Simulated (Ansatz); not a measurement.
Ag:

```
Ag
1.0
     0.00000    2.04275    2.04275
     2.04275    0.00000    2.04275
     2.04275    2.04275    0.00000
Ag
1
Direct
  0.00000 0.00000 0.00000
```

A run of Ansatz 0.2.0 on this cell left the log below. Logs are shortened: lines on timing, memory, paths and dates and some standing lists are left out, and cuts for length are marked.

```text
Warning: RAYON_NUM_THREADS=2 ignored (pool sized by the plan → 2); use --threads N
scf.n_extra_bands = 6 over 10 filled bands (N_el = 19.0): the run solves 16 bands
Engine: ansatz 0.2.0, aarch64-unknown-linux-gnu
Pseudopotentials: kind: paw
Pseudopotential: Ag, paw, valence charge 19, recommended cutoff 480 eV (normal), Ag.paw.azcp
Functional definition: PBE
  parameter kappa = 0.804
  parameter beta = 0.06672455060314922
  exchange = pbe_x(kappa = kappa, mu = beta*pi^2/3)
  correlation = pbe_c(beta = beta)
Crystal: 1 atoms, lattice volume = 17.048 Å³
Basis set: ecut = 480 eV, 411 PW (Γ), exchange–correlation on 48×48×48 points (8 copies of the dense FFT grid, shifted against one another)
Bands: 16, of which v1, the nominal top of the filled ones, is band 10 counted from 1 (9 counted from 0)
Symmetry: 48 space group operations
Space group: Fm-3m (ITA 225), of the structure as read, at distance tolerance 2.6e-5 Å
k-points: 56 of 1331
Non-local potential: Ag, projectors of the file, l = 0: 3, l = 1: 2, l = 2: 2, l = 3: 2
PAW form: soft (Blöchl's): semilocal exchange-correlation on the pseudo side does not see the compensation charge
PAW one-centre angular grid: Ag, 590 points (default); XC on 64 Gauss nodes
Initial density: superposition of atomic densities (chi_scale 0.1, normalization cell)
Initial wavefunctions: pseudopotential atomic-orbital guess
Functional: x = pbe(κ = 0.804, μ = 0.2195149727645171), c = pbe(β = 0.06672455060314922)
SCF iter   1: F=—  HF=-7605.784754 eV  |F-HF|=—  |Δ(HF+E_count)|=         —  Δρ=6.36e-2  dr2=7.53e-1  ethr=3.10e-3  ⟨swp⟩=5.6  Hψ=4683  notcnv=0  defer=1
preconditioner: auto → none  [insulator: Δε(μ)=0.161 eV  Ē_g=19.383 eV  σ=0.050 eV  W_gap=0.66  n_scr=8 (ndim 8)  ℏωp=29.8 eV  f_vac=0.000  D(μ)=0.23/eV (n_scr^D=0)  ε∞_Penn≈3.4]
SCF iter   2: F=—  HF=-7605.599144 eV  |F-HF|=—  |Δ(HF+E_count)|=   1.86e-1  Δρ=2.79e-2  dr2=8.41e-2  ethr=3.10e-3  ⟨swp⟩=2.4  Hψ=1958  notcnv=0  defer=98
SCF iter   3: F=—  HF=-7605.550724 eV  |F-HF|=—  |Δ(HF+E_count)|=   4.84e-2  Δρ=7.81e-3  dr2=6.68e-3  ethr=4.42e-4  ⟨swp⟩=2.6  Hψ=1724  notcnv=0  defer=98
SCF iter   4: F=—  HF=-7605.548378 eV  |F-HF|=—  |Δ(HF+E_count)|=   2.35e-3  Δρ=6.05e-4  dr2=4.86e-5  ethr=3.52e-5  ⟨swp⟩=1.8  Hψ=1223  notcnv=0  defer=98
SCF iter   5: F=—  HF=-7605.548385 eV  |F-HF|=—  |Δ(HF+E_count)|=   6.95e-6  Δρ=7.93e-5  dr2=2.77e-7  ethr=2.56e-7  ⟨swp⟩=2.2  Hψ=1139  notcnv=0  defer=98
SCF iter   6: F=-7605.548385 eV  HF=-7605.548385 eV  |F-HF|=3.37e-10  |Δ(HF+E_count)|=   3.14e-7  Δρ=2.33e-6  dr2=3.05e-10  ethr=5.26e-10  ⟨swp⟩=11.5  Hψ=5869  notcnv=0
SCF 1 converged in 6 iterations: F = -7605.548385 eV  dr2 = 3.05e-10
  greatest PAW one-centre occupation: 0.999 electrons in one spin orbital (limit 2), on the Ag atom at site 0 (counted from 0), in its partial waves of l = 0
NSCF: frozen V_eff on 142 k-points
SCF converged after 6 iterations
Free energy (F): -7605.548385 eV
Harris-Foulkes:  -7605.548385 eV  (|F-HF|=3.37e-10)
Internal energy: -7605.545646 eV  (E = F + TS)
E sigma→0 (E₀):  -7605.547016 eV
Entropy (-TS):   -0.002740 eV (-2.740 meV/atom)
Fermi energy:    19.368147 eV
--- Per-component energies (eV) ---
  E_band       = -200.974250
  E_kinetic    = 558.230612
  E_local      = -2368.257698  (includes V_loc(G=0)·N_el)
  E_nonlocal   = 191.217685
  E_hartree    = 761.634745
  E_xc         = -153.499903
  E_vxc        = -197.622157  (∫ρ·V_xc dr)
  E_paw        = -3678.048140  (= ΣΔE_a)
  E_vpaw       = 92.188254  (= ΣTr[D̂ρ^β])
  E_aug_tail   = -0.000009  (compensation charges beyond the density's cutoff)
  E_ewald      = -2916.822938
  E_smearing   = -0.002740  (= −TS)
  E_closure    = -0.000000  (closes the sum)
  Σ components = -7605.548385   (vs F -7605.548385, Δ=0.00e0)
--- Forces (eV/Å), atoms counted from 1 ---
  atom   1  Ag     0.00000000    -0.00000000    -0.00000000
  max |Σ_I F_I| component: 4.93e-32 eV/Å
--- Stress (GPa, compression-positive) ---
        4.441536       0.000000       0.000000
       -0.000000       4.441536       0.000000
       -0.000000      -0.000000       4.441536
  P = ⅓ Tr σ = 4.4415 GPa (44.415 kbar)
--- Band table (eV; the first three rows and the last of 56) ---
  k-point 0: bands = ["-72.8836", "-36.2545", "-36.2545", "-36.2545", "11.3409", "14.3238", "14.3238", "14.3238", "15.3619", "15.3619", "35.0001", "38.5836", "38.5836", "38.5836", "43.5652", "44.4641"]
  k-point 1: bands = ["-72.8822", "-36.2676", "-36.2565", "-36.2565", "11.5967", "14.2684", "14.3923", "14.3923", "15.3377", "15.3377", "34.9773", "36.8417", "38.6961", "38.6961", "43.0459", "44.1029"]
  k-point 2: bands = ["-72.8786", "-36.3026", "-36.2618", "-36.2618", "12.2627", "14.2329", "14.5152", "14.5152", "15.3470", "15.3470", "32.8333", "35.8755", "38.8613", "38.8613", "41.8165", "42.9967"]
  k-point 55: bands = ["-72.8608", "-36.3690", "-36.3602", "-36.3148", "13.4370", "13.8492", "14.2706", "15.3827", "16.3081", "24.4790", "24.6638", "26.4454", "28.3360", "40.1544", "42.4472", "44.1055"]
```

Question: What input gives this log?

Answer: Band structure with PBE, no spin polarisation. The files as run (others can give the same):

input.yaml
```yaml
crystal:
  lattice:
    - [0.0, 2.04275, 2.04275]
    - [2.04275, 0.0, 2.04275]
    - [2.04275, 2.04275, 0.0]
  atoms:
    - { symbol: Ag, position: [0.0, 0.0, 0.0] }
hamiltonian:
  xc: pbe
  pseudopotentials: { kind: paw, source: ansatz }
kpoints:
  mp_grid: { grid: [11, 11, 11] }
  band_path:
    path:
      - [[0.0, 0.0, 0.0], [0.5, 0.0, 0.5], [0.5, 0.25, 0.75], [0.375, 0.375, 0.75], [0.0, 0.0, 0.0], [0.5, 0.5, 0.5], [0.625, 0.25, 0.625], [0.5, 0.25, 0.75], [0.5, 0.5, 0.5], [0.375, 0.375, 0.75]]
      - [[0.625, 0.25, 0.625], [0.5, 0.0, 0.5]]
    npoints: 14
scf:
  occupations: { method: fermi_dirac, width: 0.05 }
  n_extra_bands: 6
output:
  forces: true
  stress: true
  eigenvalues: true
  fatbands: false
  write_density: true
  write_potential: true
  elf: true
  volumetric_format: npy
```

Potentials or basis: Ansatz PAW earlier set.
Run with:
```sh
$ ansatz run input.yaml --threads 2 --pin off --max-ram 5120MiB --backend cpu --events-out ev --progress --plain --runs-dir out
```
